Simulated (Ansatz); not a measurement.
## KCl with a Cl vacancy: gradients before and after relaxing the atoms

Start: a supercell of KCl (CsCl type, Pm-3m) built from a computed structure from the Materials Project (it need not be an observed phase), with all atoms left at the host's positions.

```cif
data_K16Cl15
_symmetry_space_group_name_H-M 'Fm-3m'
_symmetry_Int_Tables_number 225
_cell_length_a 15.3568
_cell_length_b 15.3568
_cell_length_c 15.3568
_cell_angle_alpha 90.000
_cell_angle_beta 90.000
_cell_angle_gamma 90.000
loop_
_atom_site_label
_atom_site_type_symbol
_atom_site_symmetry_multiplicity
_atom_site_Wyckoff_symbol
_atom_site_fract_x
_atom_site_fract_y
_atom_site_fract_z
K1 K 32 f 0.3750 0.8750 0.8750
K6 K 32 f 0.6250 0.1250 0.3750
Cl17 Cl 24 d 0.5000 0.2500 0.2500
Cl20 Cl 8 c 0.7500 0.2500 0.2500
Cl23 Cl 24 e 0.7500 0.5000 0.5000
Cl27 Cl 4 a 0.0000 0.5000 0.5000
```

One atom of each set is listed; the run and its k-mesh use a cell of 31 atoms with edges of 10.86, 10.86, 10.86 Å.

Computed with Ansatz: DFT, PBE, plane waves and PAW, scalar-relativistic, 420 eV cutoff, Γ-centred 2×2×2 k-points, Fermi–Dirac smearing 0.01 eV, cell charge +1.

The largest force at the start is 0.49 eV/Å. Relaxing the ions at fixed cell moves them by 0.273 Å at most (atom 23, Cl) and 0.138 Å rms.

| site | moved (Å) | first shell before | first shell after | V_zz before (10²¹ V/m²) | η before |
| --- | --- | --- | --- | --- | --- |
| K1 | 0.134 | 7 Cl at 3.32 Å | 7 Cl at 3.19–3.28 Å | 1.67 | 0.00 |
| K6 | 0.016 | 8 Cl at 3.32 Å | 8 Cl at 3.31–3.49 Å; also 6 K at 3.75–3.86 Å | -0.11 | 0.00 |
| Cl17 | 0.000 | 8 K at 3.32 Å | 8 K at 3.28–3.32 Å | 0.62 | 0.07 |
| Cl23 | 0.273 | 8 K at 3.32 Å | 8 K at 3.23–3.49 Å | 2.51 | 0.00 |

Task: What are V_zz and η after the relaxation?

Result: 

| site | V_zz after | η after | change of V_zz |
| --- | --- | --- | --- |
| K1 | 0.90 | 0.00 | -0.77 |
| K6 | -0.021 | 0.00 | +0.09 |
| Cl17 | -0.92 | 0.41 | -1.54 |
| Cl23 | 1.78 | 0.00 | -0.73 |

The largest change of V_zz is on Cl17, from 0.62 to -0.92. In per cent, |V_zz| changes by -46 on K, -29 on Cl (all sites that start above 0.5, bar those whose gradient vanishes or changes sign or whose main axis turns by over 40°). Where |V_zz| stays above 0.1, η moves most on Cl17, from 0.07 to 0.41. V_zz changes sign on Cl17 (same axis). Sites without a gradient aren't listed.

The defect repeats with the cell of 31 atoms, so it feels its images: sites between two images don't show the values beside a lone defect, and zeros or small values of η there can come from the images' arrangement. A uniform background compensates the cell's charge.
Before: The neighbours have not yet relaxed around the defect (largest force 0.49 eV/Å), so a real crystal will differ.
